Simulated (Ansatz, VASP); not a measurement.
HfC: VASP beside Ansatz

File INCAR:

```
  PREC = Accurate
  ENCUT = 520
  EDIFF = 1E-6
  ISMEAR = -1
  SIGMA = 0.05
  LREAL = False
  LASPH = True
  NELM = 150
  ALGO = Normal
  ISIF = 2
  LWAVE = False
  LCHARG = False
  LMAXMIX = 4
  LDAU = True
  LDAUTYPE = 2
  LDAUL = 2 -1
  LDAUU = 2 0
  LDAUJ = 0 0
  LDAUPRINT = 1
  GGA = PS
  NBANDS = 14
```

The input KPOINTS:

```
Automatic mesh
0
Gamma
  10 10 10
```

POSCAR

```
HfC
1.0
    0.0000000000      2.3250000000      2.3250000000
    2.3250000000      0.0000000000      2.3250000000
    2.3250000000      2.3250000000      0.0000000000
Hf C
1 1
Direct
    0.5000000000      0.5000000000      0.5000000000
    0.0000000000      0.0000000000      0.0000000000
```

Contents of input.yaml:

```yaml
crystal:
  lattice:
    - [0.0, 2.325, 2.325]
    - [2.325, 0.0, 2.325]
    - [2.325, 2.325, 0.0]
  atoms:
    - { symbol: Hf, position: [0.5, 0.5, 0.5] }
    - { symbol: C, position: [0.0, 0.0, 0.0] }
kpoints:
  mp_grid: { grid: [10, 10, 10] }
scf:
  occupations: { method: fermi_dirac, width: 0.05 }
hamiltonian:
  xc: pbesol
  pseudopotentials: { kind: all_electron, lapw: { basis_error: 0.001 } }
  hubbard:
    sites: [{ species: Hf, l: d, u_eff: 2 }]
    double_counting: fll
    projectors: ortho-atomic
output:
  forces: true
  stress: true
  eigenvalues: true
  dos: { projected: false, de: 0.1, e_range: [-20, 10] }
  hubbard: {}
```

Alike in both runs: functional PBEsol; k mesh 10 × 10 × 10; occupations fermi-dirac, width 0.05 eV; no spin polarisation; Hubbard terms Hf d U = 2.0 eV.

|  | VASP | Ansatz |
| --- | --- | --- |
| version | VASP 6.6.1 | Ansatz 0.2.0 |
| potentials or method | VASP PAW PBE potentials, release 64 (Hf_pv, C) | all-electron LAPW, scalar-relativistic |
| plane-wave cutoff (eV) | 520 | see its input |
| task | single point | density of states |

|  | VASP | Ansatz | Ansatz less VASP |
| --- | --- | --- | --- |
| gap on the k mesh at the Fermi level (eV) | none | none | - |
| pressure (GPa) | 0.2 | -3.2 | -3.45 |

The programs project onto different local orbitals, so the same U acts differently. A gap of «none» marks a metal or a gap that the smearing closes. Ansatz ran all-electron here, so the differences hold the error of VASP's frozen core and of both bases.

Caveats: U without spin polarisation on a metal has little footing; the U is typed as a test and isn't derived for this compound; the PAW data sets were made with another functional, which shifts forces and pressure a little (VASP); U is the effective U less J, on atomic orbitals that reach past the spheres (Ansatz); the density of states is complete only up to the lowest level of the last band computed (Ansatz). The runs have no spin-orbit coupling, so splittings on Hf are missing.
